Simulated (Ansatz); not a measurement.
Response of TiB2 to small distortions

```
Ti B
1.0
     3.02920    0.00000    0.00000
    -1.51460    2.62336    0.00000
     0.00000    0.00000    3.22840
Ti B
1 2
Direct
  0.00000 0.00000 0.00000
  0.33333 0.66667 0.50000
  0.66667 0.33333 0.50000
```

Atoms are numbered in the order listed.

Conventional cell: a = 3.029 Å, b = 3.029 Å, c = 3.228 Å, α = 90.00°, β = 90.00°, γ = 120.00°. Ti (atom 1) is surrounded by 12 B at 2.38 Å. B (atom 2) is surrounded by 3 B at 1.75 Å.

The cell comes from COD entry 2002799, which wasn't checked; take it as a given geometry.

These are results of Ansatz 0.2.0, DFT, PBEsol, all-electron LAPW, scalar-relativistic, not measurements.

Settings: a Γ-centred 15×15×13 k mesh, Fermi–Dirac smearing of 0.08 eV, basis error target 1 meV/atom, no spin polarisation.

The unchanged cell is at -5.16 GPa.

In a metal, stresses and small energies carry noise from the k mesh.

x, y and z are the Cartesian axes of the cell as listed; fractional coordinates follow a strain, and an engineering shear is twice the off-diagonal strain component.

Q: With this change (equal xy, yz and zx engineering shear strains of -3 %), what becomes of the energy and stress and forces?

A: Energy change +20 meV/atom; stress change (xx, yy, zz, yz, xz, xy) 0.83, 0.66, 0.96, 8.01, 8.02, 9.16 GPa, compression positive; change of the force on B3 (-0.101, -0.013, 0.011) eV/Å.

Q: With this change (equal xy, yz and zx engineering shear strains of -1 %), what becomes of the energy and stress and forces?

A: Energy change +2 meV/atom; stress change (xx, yy, zz, yz, xz, xy) 0.09, 0.07, 0.11, 2.60, 2.60, 2.99 GPa, compression positive; change of the force on B3 (-0.036, -0.001, 0.001) eV/Å.

Q: With this change (equal xy, yz and zx engineering shear strains of +2 %), what becomes of the energy and stress and forces?

A: Energy change +8 meV/atom; stress change (xx, yy, zz, yz, xz, xy) 0.36, 0.30, 0.41, -4.99, -5.00, -5.76 GPa, compression positive; change of the force on B2 (-0.077, 0.006, -0.004) eV/Å.

Q: With this change (equal xy, yz and zx engineering shear strains of -2 %), what becomes of the energy and stress and forces?

A: Energy change +9 meV/atom; stress change (xx, yy, zz, yz, xz, xy) 0.37, 0.30, 0.42, 5.27, 5.28, 6.05 GPa, compression positive; change of the force on B3 (-0.069, -0.006, 0.005) eV/Å.

Q: With this change (equal xy, yz and zx engineering shear strains of +1 %), what becomes of the energy and stress and forces?

A: Energy change +2 meV/atom; stress change (xx, yy, zz, yz, xz, xy) 0.09, 0.07, 0.10, -2.53, -2.53, -2.92 GPa, compression positive; change of the force on B2 (-0.038, 0.001, -0.001) eV/Å.

Q: With this change (equal xy, yz and zx engineering shear strains of +3 %), what becomes of the energy and stress and forces?

A: Energy change +19 meV/atom; stress change (xx, yy, zz, yz, xz, xy) 0.79, 0.67, 0.91, -7.38, -7.39, -8.52 GPa, compression positive; change of the force on B2 (-0.118, 0.012, -0.008) eV/Å.
